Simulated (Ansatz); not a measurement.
**Trial structures of Si: starts and ends**

Level of theory: Ansatz, DFT PBE, scalar-relativistic, plane waves, PAW. All cells share a 420 eV cutoff and Γ-centred k meshes spaced at most about 0.3 Å⁻¹ (about 0.25 or finer for metals, 2π included). No spin polarisation in the final relaxations.

Each guess was relaxed in cell and atoms at zero pressure, within the symmetry of its start. All energies are static (0 K, no zero-point motion). Coordination counts all near atoms (those within 1.25 times the shortest such distance or 1.15 times the sum of covalent radii).

```tsv
guess	made from	start group	V start (Å³/atom)	end group	V end (Å³/atom)	coordination at the end	gap on mesh (eV)	E over the lowest end (meV/atom)
1	4-connected net of one element	Pccn	15.0	Pccn	18.6	Si 4	0	118
2	4-connected net of one element	I4_1/a	15.1	?	?	?	?	?
3	4-connected net of one element	Cmme	17.1	Cmme	21.0	Si 4	0	127
4	4-connected net of one element	Pmma	18.3	Pmma	22.5	Si 4	0.26	2
5	4-connected net of one element	C2	18.7	Immm	17.6	Si 5	0	134
6	4-connected net of one element	P6_122	16.1	P6_122	19.9	Si 4	0.27	0
7	4-connected net of one element	Pcca	13.7	Cmce	17.7	Si 5	0	164
```

Guess 2 as it starts:

```cif
data_structure
_symmetry_space_group_name_H-M 'I4_1/a:1'
_symmetry_Int_Tables_number 88
_cell_length_a 6.2296
_cell_length_b 6.2296
_cell_length_c 6.2088
_cell_angle_alpha 90.000
_cell_angle_beta 90.000
_cell_angle_gamma 90.000
_cell_volume 240.95
loop_
_atom_site_label
_atom_site_type_symbol
_atom_site_symmetry_multiplicity
_atom_site_Wyckoff_symbol
_atom_site_fract_x
_atom_site_fract_y
_atom_site_fract_z
_atom_site_occupancy
Si1 Si 16 f 0.10148 0.14825 0.22840 1
```

Problem. Fill in the missing row: what does this guess relax into, and where does it rank?

Solution. It ends in space group I4_1/a (No. 88), with a = 6.679 Å, c = 6.522 Å, 18.2 Å³/atom and no gap; its coordination is Si 4. It lies 12 meV/atom over the lowest end, above guess 4 and below guess 1. Counting all near atoms, this end and the lowest (guess 6) both have Si 4.

```cif
data_structure
_symmetry_space_group_name_H-M 'I4_1/a:1'
_symmetry_Int_Tables_number 88
_cell_length_a 6.6791
_cell_length_b 6.6791
_cell_length_c 6.5219
_cell_angle_alpha 90.000
_cell_angle_beta 90.000
_cell_angle_gamma 90.000
_cell_volume 290.94
loop_
_atom_site_label
_atom_site_type_symbol
_atom_site_symmetry_multiplicity
_atom_site_Wyckoff_symbol
_atom_site_fract_x
_atom_site_fract_y
_atom_site_fract_z
_atom_site_occupancy
Si1 Si 16 f 0.09637 0.15055 0.24144 1
```

The k mesh leaves some 4 meV/atom of noise in the energy of each metallic cell. Kohn–Sham gaps at this level usually fall short of measured ones. The zero gap of I4_1/a, Pccn, Cmme may come from the functional, which often closes small gaps. Cells relaxed within their symmetry can be saddle points. The part of the Crystallography Open Database at hand lists Si in space groups No. 64, 74, 164, 191, 194 and others; sharing a group (Cmce) doesn't make a cell the listed structure. Some structure types and database cells were kept out of the candidates from the start, so a known form may be missing.
